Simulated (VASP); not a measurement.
# MoS₂: convergence, relaxation of the atoms

MoS₂, P1 (no. 1), 3 atoms in the cell. PBE; PAW potentials Mo_sv, S (PBE set). VASP 6.6.1.

Wanted: energy within 2 meV/atom; shortest distances from each atom, periodic images included within 0.005 Å.

What the run is for: geometry; Accuracy asked: standard.

POSCAR:
```
MoS2
1.0
    1.5800000000      0.9122134253      6.1500000000
   -1.5800000000      0.9122134253      6.1500000000
    0.0000000000     -1.8244268506      6.1500000000
Mo S
1 2
Direct
   -0.0114750000     -0.0062750000      0.0054460000
    0.4172610000      0.4102930000      0.4229600000
    0.2345390000      0.2688020000      0.2437270000
```

The series start from Plane-wave cutoff (eV): 340; k-point mesh: 5 × 5 × 5; Ionic threshold (EDIFFG): -0.01; Electronic threshold (eV): 1e-6; Precision mode (PREC): Accurate; Relaxation algorithm: IBRION=2; Electronic steps between moves: NELMIN=4 ALGO=Normal. Each series keeps the choices made before it, and each single choice may use up half of a tolerance.

## Plane-wave cutoff (eV)

| Plane-wave cutoff (eV) | Energy less reference (meV/atom) | Shortest distances from each atom, periodic images included, largest deviation (Å) | SCF iterations | Time (s) |
|---|---|---|---|---|
| 230 | 39.6 | 0.0053 | 70 | 52 |
| 260 | 11.4 | 0.0039 | 71 | 80 |
| 300 | 3.4 | 0.0008 | 67 | 81 |
| 340 | 2.4 | 0.0007 | 68 | 128 |
| 420 | 0.7 | 0.0002 | 68 | 193 |
| 520 (reference) | 0.0 | 0.0000 | 68 | 195 |

Chosen: 420, the loosest value from which every tighter one stays within half of the tolerance.

## k-point mesh

| k-point mesh | Energy less reference (meV/atom) | Shortest distances from each atom, periodic images included, largest deviation (Å) | SCF iterations | Time (s) |
|---|---|---|---|---|
| 3 × 3 × 3 | 0.3 | 0.0214 | 65 | 81 |
| 4 × 4 × 4 | -18.5 | 0.0040 | 67 | 125 |
| 5 × 5 × 5 | 0.0 | 0.0006 | 68 | 193 |
| 7 × 7 × 7 | -0.2 | 0.0001 | 68 | 405 |
| 8 × 8 × 8 (reference) | 0.0 | 0.0000 | 68 | 582 |

Chosen: 5 × 5 × 5.

## Ionic threshold (EDIFFG)

| Ionic threshold (EDIFFG) | Energy less reference (meV/atom) | Shortest distances from each atom, periodic images included, largest deviation (Å) | SCF iterations | Time (s) |
|---|---|---|---|---|
| -0.1 | 0.1 | 0.0046 | 51 | 133 |
| -0.05 | 0.0 | 0.0015 | 60 | 204 |
| -0.02 | 0.0 | 0.0004 | 68 | 240 |
| -0.01 | 0.0 | 0.0004 | 68 | 193 |
| -0.005 | 0.0 | 0.0000 | 72 | 250 |
| -0.002 (reference) | 0.0 | 0.0000 | 72 | 204 |

Chosen: -0.05.

## Electronic threshold (eV)

| Electronic threshold (eV) | Energy less reference (meV/atom) | Shortest distances from each atom, periodic images included, largest deviation (Å) | SCF iterations | Time (s) |
|---|---|---|---|---|
| 0.0001 | 0.0 | 0.0001 | 42 | 109 |
| 1e-5 | 0.0 | 0.0001 | 49 | 141 |
| 1e-6 | 0.0 | 0.0001 | 60 | 204 |
| 1e-7 (reference) | 0.0 | 0.0000 | 69 | 180 |

Chosen: 0.0001.

## Precision mode (PREC)

| Precision mode (PREC) | Energy less reference (meV/atom) | Shortest distances from each atom, periodic images included, largest deviation (Å) | SCF iterations | Time (s) |
|---|---|---|---|---|
| Normal | 0.0 | 0.0000 | 42 | 32 |
| Accurate (reference) | 0.0 | 0.0000 | 42 | 109 |

Chosen: Normal.

## Relaxation algorithm

| Relaxation algorithm | Energy less reference (meV/atom) | Shortest distances from each atom, periodic images included, largest deviation (Å) | SCF iterations | Time (s) |
|---|---|---|---|---|
| IBRION=2 | 0.0 | 0.0000 | 42 | 32 |
| IBRION=2 POTIM=0.2 | 0.0 | 0.0013 | 48 | 37 |
| IBRION=2 POTIM=0.8 | 0.0 | 0.0010 | 49 | 38 |
| IBRION=1 | 0.0 | 0.0021 | 30 | 23 |
| IBRION=1 POTIM=0.2 | 0.0 | 0.0019 | 32 | 26 |
| IBRION=1 POTIM=0.3 NFREE=6 | 0.0 | 0.0014 | 28 | 23 |
| IBRION=3 POTIM=0.2 SMASS=0.4 | 0.0 | 0.0019 | 78 | 66 |
| IBRION=3 POTIM=0.3 | 0.0 | 0.0032 | 36 | 28 |

Chosen: IBRION=1 POTIM=0.3 NFREE=6; it saves 9.1 s of 32, so IBRION=2 would do nearly as well.

## Electronic steps between moves

| Electronic steps between moves | Energy less reference (meV/atom) | Shortest distances from each atom, periodic images included, largest deviation (Å) | SCF iterations | Time (s) |
|---|---|---|---|---|
| NELMIN=4 ALGO=Normal | 0.0 | 0.0000 | 28 | 23 |
| ALGO=Normal | 0.0 | 0.0001 | 26 | 21 |
| NELMIN=4 MAXMIX=40 ALGO=Normal | 0.0 | 0.0009 | 28 | 22 |
| NELMIN=4 ALGO=Fast | 0.0 | 0.0014 | 31 | 24 |
| NELMIN=4 MAXMIX=40 ALGO=Fast | 0.0 | 0.0020 | 31 | 24 |

Chosen: NELMIN=4 ALGO=Normal; no other choice that stays within half of the tolerance saves 30 % of the time.

## All choices together

| Input | Energy less reference (meV/atom) | Shortest distances from each atom, periodic images included, largest deviation (Å) | Time (s) |
|---|---|---|---|
| the program's defaults (naive) | 13.9 | 0.0088 | 24 |
| chosen settings | 0.6 | 0.0022 | 23 |
| reference settings throughout | 0.0 | 0.0000 | 710 |

The tolerance is met.

## The input

INCAR:
```
GGA = PE
ISMEAR = 0
SIGMA = 0.03
LWAVE = False
LCHARG = False
ISIF = 2
NSW = 120
PREC = Normal
LASPH = True
LREAL = False
ALGO = Normal
EDIFF = 1E-4
NELM = 120
GGA_COMPAT = False
IBRION = 1
EDIFFG = -0.05
NELMIN = 4
ENCUT = 420
EFERMI = MIDGAP
KPAR = 4
POTIM = 0.3
NFREE = 6
```

KPOINTS:
```
Automatic mesh
0
Gamma
  5 5 5
  0 0 0
```

Commands:
```
cat potpaw_PBE.64/Mo_sv/POTCAR potpaw_PBE.64/S/POTCAR > POTCAR
mpirun -np 4 vasp_std > vasp.out
```

The chosen input took VASP 6.6.1 23 s on 4 cores (Intel Xeon Platinum 8375C @ 2.90GHz (Ice Lake)), a shared host.

## An input that fails: force threshold below the noise of the forces

It gives no converged result.

Changes against the starting input:
```
- NSW = 120
- PREC = Accurate
- EDIFF = 1e-06
- NELM = 120
- EDIFFG = -0.01
- NELMIN = 4
+ NSW = 30
+ PREC = Low
+ EDIFF = 0.001
+ NELM = 75
+ EDIFFG = -0.0001
```
